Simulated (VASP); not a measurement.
# CoH (Fm-3m) in VASP: further runs, part 2 of 2

VASP 6.6.1. Earlier steps stand in the parts before.

### 4 Single point, LDA, collinear spin, ferromagnetic start

The input, INCAR:

```
  PREC = Accurate
  ENCUT = 460
  EDIFF = 1E-6
  ISMEAR = 0
  SIGMA = 0.01
  LREAL = False
  LASPH = True
  NELM = 100
  ALGO = Normal
  ISIF = 2
  LWAVE = False
  LCHARG = False
  ISPIN = 2
  MAGMOM = 2 0
  LORBIT = 11
  LMAXMIX = 4
  GGA = CA
  ADDGRID = False
```

The input, KPOINTS:

```
Automatic mesh
0
Gamma
  5 5 5
```

The input, POSCAR:

```
CoH
1.0
    0.0000000000      1.8429617100      1.8429617100
    1.8429617100      0.0000000000      1.8429617100
    1.8429617100      1.8429617100      0.0000000000
Co H
1 1
Direct
    0.0000000000      0.0000000000      0.0000000000
    0.5000000000      0.5000000000      0.5000000000
```

Potentials or basis: VASP PAW LDA potentials, release 64 (Co, H_s).

The run is started by

```
$ cat potpaw_LDA.64/Co/POTCAR potpaw_LDA.64/H_s/POTCAR > POTCAR
$ mpirun -np 1 vasp_std > vasp.out
```

OUTCAR:

```text
PREC = Accurate
   ENCUT = 460
   EDIFF = 1E-6
   ISMEAR = 0
   LREAL = False
   LASPH = True
   NELM = 100
   ISIF = 2
   ISPIN = 2
   LORBIT = 11
   GGA = CA

 Found     10 irreducible k-points:

 Following reciprocal coordinates:
            Coordinates               Weight
  0.000000  0.000000  0.000000      1.000000
  0.200000  0.000000  0.000000      8.000000
  0.400000  0.000000  0.000000      8.000000
  0.200000  0.200000  0.000000      6.000000
  0.400000  0.200000  0.000000     24.000000
 -0.400000  0.200000  0.000000     24.000000
   k-points           NKPTS =     10   k-points in BZ     NKDIM =     10   number of bands    NBANDS=     10
   number of dos      NEDOS =    301   number of ions     NIONS =      2
   total plane-waves  NPLWV =   5832
   dimension x,y,z NGX =    18 NGY =   18 NGZ =   18
   dimension x,y,z NGXF=    36 NGYF=   36 NGZF=   36
   ions per type =               1   1
   NGX,Y,Z   is equivalent  to a cutoff of  11.48, 11.48, 11.48 a.u.
   NGXF,Y,Z  is equivalent  to a cutoff of  22.96, 22.96, 22.96 a.u.
 SYSTEM =  unknown system
   PREC   = accura    normal or accurate (medium, high low for compatibility)
   ISTART =      0    job   : 0-new  1-cont  2-samecut
   ICHARG =      2    charge: 1-file 2-atom 10-const
   ISPIN  =      2    spin polarized calculation?
   LNONCOLLINEAR =      F non collinear calculations
   LSORBIT =      F    spin-orbit coupling
   LASPH  =      T    aspherical Exc in radial PAW
   ENCUT  =  460.0 eV  33.81 Ry    5.81 a.u.   4.56  4.56  4.56*2*pi/ulx,y,z
   NELM   =    100;   NELMIN=  2; NELMDL= -5     # of ELM steps
   EDIFF  = 0.1E-05   stopping-criterion for ELM
[... 12 lines left out ...]
   EMIN   =  10.00;   EMAX   =-10.00  energy-range for DOS
   EFERMI =   0.00;   METHOD = LEGACY
   ISMEAR =     0;   SIGMA  =   0.01  broadening in eV -4-tet -1-fermi 0-gaus
   EFERMI_NEDOS =   21; number of points for ismear=-14 and -15
   IALGO  =     38    algorithm
   IMIX   =      4    mixing-type and parameters
     AMIX     =   0.40;   BMIX     =  1.00
     AMIX_MAG =   1.60;   BMIX_MAG =  1.00
  volume/ion in A,a.u.               =       6.26        42.24
  Fermi-wavevector in a.u.,A,eV,Ry     =   1.518968  2.870433 31.392214  2.307263
  Thomas-Fermi vector in A             =   2.628017
   LORBIT       =     11    0 simple, 1 ext, 2 COOP (PROOUT), +10 PAW based schemes
   GGA     = CA    functional components
   LHFCALC =     F    Hartree Fock is set to
   AEXX    =    0.0000 exact exchange contribution
   IVDW    =     0    specifies the selected vdW correction
   LEPSILON=     F    determine dielectric tensor
   LRPA    =     F    only Hartree local field effects (RPA)
 spin polarized calculation
 Gauss-broadening in eV      SIGMA  =   0.01
  energy-cutoff  :      460.00
  volume of cell :       12.52
 maximum number of plane-waves:       291
 NGX is ok and might be reduce to    18
   NGX =  9   NGY =  9   NGZ =  9

 number of electron      10.0000000 magnetization       2.0000000

 number of electron       9.9999992 magnetization       1.0400382

 Free energy of the ion-electron system (eV)
  ---------------------------------------------------
  ext. energy  EPLUGINS =         0.00000000
  ---------------------------------------------------
  free energy    TOTEN  =       -11.78507423 eV

  energy without entropy =      -11.78388831  energy(sigma->0) =      -11.78448127

 E-fermi :  10.1514     XC(G=0): -13.7051

 val. band max:       10.1028561020   @ k =   0.4000   0.4000   0.0000
 cond. band min:      10.1534809957   @ k =   0.4000   0.2000   0.0000
 fundamental gap:      0.0506248937
 Fermi energy:        10.1513586601

 spin component 1

 k-point     1 :       0.0000    0.0000    0.0000
  band No.  band energies     occupation
      1      -2.4244      1.00000
      2       7.4502      1.00000
      3       7.4502      1.00000
      4       7.4502      1.00000
      5       8.5248      1.00000
      6       8.5248      1.00000
      7      25.0939      0.00000
      8      30.6324      0.00000
      9      31.1452      0.00000
     10      31.1452      0.00000

 k-point     2 :       0.2000    0.0000    0.0000
  band No.  band energies     occupation
      1      -1.1209      1.00000
      2       7.0129      1.00000
      3       7.6271      1.00000
      4       7.6271      1.00000
      5       8.4829      1.00000
      6       8.4829      1.00000
      7      20.2587      0.00000
      8      26.7490      0.00000
      9      30.6610      0.00000
     10      30.6610      0.00000

 k-point     3 :       0.4000    0.0000    0.0000
  band No.  band energies     occupation
      1       2.1988      1.00000
      2       5.6294      1.00000
      3       7.3463      1.00000
      4       7.3463      1.00000
      5       9.0925      1.00000
      6       9.0925      1.00000
      7      14.8921      0.00000
      8      23.1810      0.00000
      9      30.6377      0.00000
     10      30.6377      0.00000

 k-point     4 :       0.2000    0.2000    0.0000
  band No.  band energies     occupation
      1      -0.7790      1.00000
      2       6.8030      1.00000
      3       7.8196      1.00000
      4       7.9787      1.00000
      5       7.9787      1.00000
      6       8.7664      1.00000
      7      20.9568      0.00000
      8      26.4869      0.00000
      9      26.4869      0.00000
     10      28.5726      0.00000

 k-point     5 :       0.4000    0.2000    0.0000
  band No.  band energies     occupation
      1       1.4852      1.00000
      2       6.1929      1.00000
      3       7.1619      1.00000
      4       8.0312      1.00000
      5       9.1719      1.00000
      6       9.2019      1.00000
      7      16.7477      0.00000
      8      21.8547      0.00000
      9      24.9938      0.00000
     10      28.1139      0.00000

 k-point     6 :      -0.4000    0.2000    0.0000
  band No.  band energies     occupation
      1       3.1323      1.00000
      2       5.4885      1.00000
      3       7.1061      1.00000
      4       7.7818      1.00000
      5       9.0579      1.00000
      6      10.2876      0.00000
      7      14.3964      0.00000
      8      19.7213      0.00000
      9      26.5239      0.00000
     10      26.8137      0.00000

 [... further k-points ...]

 spin component 2

 k-point     1 :       0.0000    0.0000    0.0000
  band No.  band energies     occupation
      1      -2.3697      1.00000
      2       8.4719      1.00000
      3       8.4719      1.00000
      4       8.4719      1.00000
      5       9.4210      1.00000
      6       9.4210      1.00000
      7      25.0914      0.00000
      8      30.6462      0.00000
      9      31.2162      0.00000
     10      31.2162      0.00000

 k-point     2 :       0.2000    0.0000    0.0000
  band No.  band energies     occupation
      1      -1.0668      1.00000
      2       7.9469      1.00000
      3       8.6141      1.00000
      4       8.6141      1.00000
      5       9.4147      1.00000
      6       9.4147      1.00000
      7      20.3954      0.00000
      8      26.9520      0.00000
      9      30.8577      0.00000
     10      30.8577      0.00000

 k-point     3 :       0.4000    0.0000    0.0000
  band No.  band energies     occupation
      1       2.2677      1.00000
      2       6.2307      1.00000
      3       8.2221      1.00000
      4       8.2221      1.00000
      5      10.1577      0.18558
      6      10.1577      0.18555
      7      15.4941      0.00000
      8      23.2409      0.00000
      9      30.8811      0.00000
     10      30.8811      0.00000

 k-point     4 :       0.2000    0.2000    0.0000
  band No.  band energies     occupation
      1      -0.7212      1.00000
      2       7.7521      1.00000
      3       8.6178      1.00000
      4       9.0252      1.00000
      5       9.0252      1.00000
      6       9.6760      1.00000
      7      21.0478      0.00000
      8      26.7146      0.00000
      9      26.7146      0.00000
     10      28.8436      0.00000

 k-point     5 :       0.4000    0.2000    0.0000
  band No.  band energies     occupation
      1       1.5798      1.00000
      2       6.9888      1.00000
      3       7.9540      1.00000
      4       8.9687      1.00000
      5      10.1535      0.38203
      6      10.2537      0.00000
      7      17.1233      0.00000
      8      22.1161      0.00000
      9      25.2221      0.00000
     10      28.4053      0.00000

 k-point     6 :      -0.4000    0.2000    0.0000
  band No.  band energies     occupation
      1       3.2648      1.00000
      2       6.1210      1.00000
      3       7.9353      1.00000
      4       8.6476      1.00000
      5      10.1563      0.24425
      6      11.1833      0.00000
      7      15.0330      0.00000
      8      20.0129      0.00000
      9      26.7136      0.00000
     10      27.0544      0.00000

 [... further k-points ...]

------------------------ aborting loop because EDIFF is reached ----------------------------------------

  FORCE on cell =-STRESS in cart. coord.  units (eV):
  Direction    XX          YY          ZZ          XY          YZ          ZX
  --------------------------------------------------------------------------------------
  -------------------------------------------------------------------------------------
  Total       -1.1010652     -1.1010652     -1.1010652     -0.0000000      0.0000000     -0.0000000
  in kB     -140.9109295   -140.9109295   -140.9109295     -0.0000000      0.0000000     -0.0000000
  external PRESSURE =    -140.9109295 kB  Pullay stress =       0.0000000 kB

 VOLUME and BASIS-vectors are now :
 -----------------------------------------------------------------------------
  energy-cutoff  :      460.00
  volume of cell :       12.52
      direct lattice vectors                 reciprocal lattice vectors
     0.000000000  1.842961710  1.842961710    -0.271302435  0.271302435  0.271302435
     1.842961710  0.000000000  1.842961710     0.271302435 -0.271302435  0.271302435
     1.842961710  1.842961710  0.000000000     0.271302435  0.271302435 -0.271302435

 POSITION                                       TOTAL-FORCE (eV/Angst)
 -----------------------------------------------------------------------------------
      0.00000      0.00000      0.00000         0.000000      0.000000      0.000000
      1.84296      1.84296      1.84296        -0.000000     -0.000000     -0.000000
 -----------------------------------------------------------------------------------
    total drift:                               -0.000000      0.000000      0.000000

  FREE ENERGIE OF THE ION-ELECTRON SYSTEM (eV)
  ---------------------------------------------------
  free  energy   TOTEN  =       -11.7850742270 eV

  energy  without entropy=      -11.7838883070  energy(sigma->0) =      -11.78448127

 total charge

# of ion       s       p       d       tot
------------------------------------------
    1        0.403   0.545   7.450   8.399
    2        0.677   0.093   0.000   0.770
--------------------------------------------------
tot          1.080   0.638   7.450   9.168

 magnetization (x)

# of ion       s       p       d       tot
------------------------------------------
    1       -0.006  -0.015   1.084   1.062
    2       -0.012  -0.006   0.000  -0.018
--------------------------------------------------
tot         -0.018  -0.021   1.084   1.045
```

OSZICAR:

```text
N       E                     dE             d eps       ncg     rms          rms(c)
DAV:   1     0.211872356799E+02    0.21187E+02   -0.44537E+03   408   0.111E+03
DAV:   2    -0.122545375221E+02   -0.33442E+02   -0.30467E+02   404   0.158E+02
DAV:   3    -0.130707052012E+02   -0.81617E+00   -0.81422E+00   428   0.330E+01
DAV:   4    -0.130818313674E+02   -0.11126E-01   -0.11123E-01   456   0.325E+00
DAV:   5    -0.130822700307E+02   -0.43866E-03   -0.43865E-03   476   0.665E-01    0.125E+01
DAV:   6    -0.121348795833E+02    0.94739E+00   -0.17713E+01   440   0.648E+01    0.579E+00
DAV:   7    -0.118113902552E+02    0.32349E+00   -0.27247E+00   436   0.255E+01    0.274E+00
DAV:   8    -0.117896953867E+02    0.21695E-01   -0.30697E-02   552   0.170E+00    0.146E+00
DAV:   9    -0.117857869065E+02    0.39085E-02   -0.39185E-03   514   0.500E-01    0.385E-01
DAV:  10    -0.117851114826E+02    0.67542E-03   -0.73265E-04   482   0.278E-01    0.834E-02
DAV:  11    -0.117850794143E+02    0.32068E-04   -0.61392E-05   452   0.883E-02    0.446E-02
DAV:  12    -0.117850738528E+02    0.55615E-05   -0.15217E-05   448   0.474E-02    0.941E-03
DAV:  13    -0.117850742270E+02   -0.37417E-06   -0.31454E-07   202   0.701E-03
   1 F= -.11785074E+02 E0= -.11784481E+02  d E =-.118592E-02  mag=     1.0400
```

stdout:

```text
POSCAR found type information on POSCAR CoH
 POSCAR found :  2 types and       2 ions
 scaLAPACK will be used
 LDA part: xc-table for (Slater(with rela. corr.)+CA(PZ))
 , standard interpolation
 POSCAR, INCAR and KPOINTS ok, starting setup
 FFT: planning ... GRIDC
 FFT: planning ... GRID_SOFT
 FFT: planning ... GRID
 WAVECAR not read
 entering main loop
```

Wall time 3.2 s (1 thread of Intel Xeon 6975P-C (Granite Rapids), shared host); peak memory 0.11 GiB.

The run converged, but some of its settings lie outside the range that counts as converged, so its numbers aren't taken as properties of the crystal.

Results:

```
Free energy                                           : -11.7851 eV
Pressure                                              : -14.1 GPa
Band gap on the k mesh                                : none (metal or under the smearing width)
Net moment                                            : 1.04 μB per cell
Site moments                                          : Co +1.06; H -0.02 μB
Valence electrons inside the program's atomic spheres : Co 8.40; H 0.77
```

Caveat: the k mesh is coarse (spacing up to 0.59 Å⁻¹), so the values aren't converged.

### 5 Single point, LDA, collinear spin, ferromagnetic start

Changes to INCAR since step 4:

```diff
@@ -1,2 +1,2 @@
-  PREC = Accurate
+  PREC = Low
   ENCUT = 460
@@ -4,3 +4,3 @@
   ISMEAR = 0
-  SIGMA = 0.01
+  SIGMA = 0.05
   LREAL = False
```

KPOINTS is that of step 4.

POSCAR is that of step 4.

The run is started by

```
$ cat potpaw_LDA.64/Co/POTCAR potpaw_LDA.64/H_s/POTCAR > POTCAR
$ mpirun -np 1 vasp_std > vasp.out
```

Wall time 1.5 s (1 thread of Intel Xeon 6975P-C (Granite Rapids), shared host); peak memory 0.1 GiB.

The run converged, but some of its settings lie outside the range that counts as converged, so its numbers aren't taken as properties of the crystal.

What came out:

* Free energy: -11.7902 eV
* Pressure: -14.1 GPa
* Band gap on the k mesh: none (metal or under the smearing width)
* Net moment: 1.04 μB per cell
* Site moments: Co +1.06; H -0.02 μB
* Valence electrons inside the program's atomic spheres: Co 8.40; H 0.77

Caveat: the k mesh is coarse (spacing up to 0.59 Å⁻¹), so the values aren't converged.
